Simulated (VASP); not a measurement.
Here is a VASP 6.6.1 calculation.

INCAR

```
SYSTEM = C
PREC     = Accurate       ! precision mode
ENCUT    = 520            ! plane-wave cutoff, eV
EDIFF    = 1E-6           ! SCF threshold, eV
ISMEAR   = 0              ! smearing method
SIGMA    = 0.02           ! smearing width, eV
LREAL    = .FALSE.        ! projectors in reciprocal space
LASPH    = .TRUE.         ! aspherical terms in the spheres
NELM     = 60             ! most SCF steps
ALGO     = Fast           ! electronic algorithm
ISIF     = 2              ! what is computed and relaxed
LWAVE    = .FALSE.        ! write WAVECAR
LCHARG   = .FALSE.        ! write CHGCAR
GGA      = PE             ! functional
LOPTICS  = .TRUE.         ! frequency-dependent dielectric function
NBANDS   = 38             ! bands
NEDOS    = 2000           ! points of the DOS
CSHIFT   = 0.1
```

The input KPOINTS:

```
regular mesh
0
G
  10 10 10
  0 0 0
```

File POSCAR:

```
C
1.0
    2.6197200000      0.0000000000      0.0000000000
    0.0000000000      2.6197200000      0.0000000000
    0.0000000000      0.0000000000      2.6197200000
C
3
Direct
    0.0000000000      0.5000000000      0.5000000000
    0.5000000000      0.0000000000      0.5000000000
    0.5000000000      0.5000000000      0.0000000000
```

Potentials or basis: VASP PAW PBE potentials, release 64 (C).

Run with:

```console
$ cat potpaw_PBE.64/C/POTCAR > POTCAR
$ mpirun -np 1 vasp_std > vasp.out
```

Task: Estimate the pressure.

Result: 4.4 GPa.

Task: What does it give for the band gap on the k mesh?

Result: None (metal or under the smearing width).

Dielectric function (mean over the directions given):
```tsv
energy (eV)	real part	imaginary part
0.28	84.29	23.91
0.96	71.66	62.62
1.64	-51.13	50.60
2.32	-0.86	29.22
3.00	-5.23	10.41
3.68	-7.73	12.73
4.35	-0.13	9.16
5.03	3.24	11.89
5.71	-6.94	5.30
6.39	-2.20	5.78
7.07	0.35	5.67
7.75	-2.55	8.52
8.43	-6.24	4.27
9.10	-2.62	3.22
9.78	-2.79	3.50
10.46	-2.28	1.19
11.14	-0.75	1.46
11.82	-1.19	3.26
12.50	-1.07	1.65
13.18	-1.66	2.06
13.85	-1.14	1.49
14.53	-1.29	2.01
15.21	-0.79	0.82
15.89	-0.53	1.10
16.57	-0.41	0.86
17.25	-0.21	0.81
17.93	-0.40	0.86
18.60	-0.19	0.72
19.28	0.21	0.92
19.96	0.08	0.68
```

Caveat: spectra need much finer meshes, so this one isn't converged; independent-particle spectra lack excitons; the intraband (Drude) part of a metal's response may be missing.
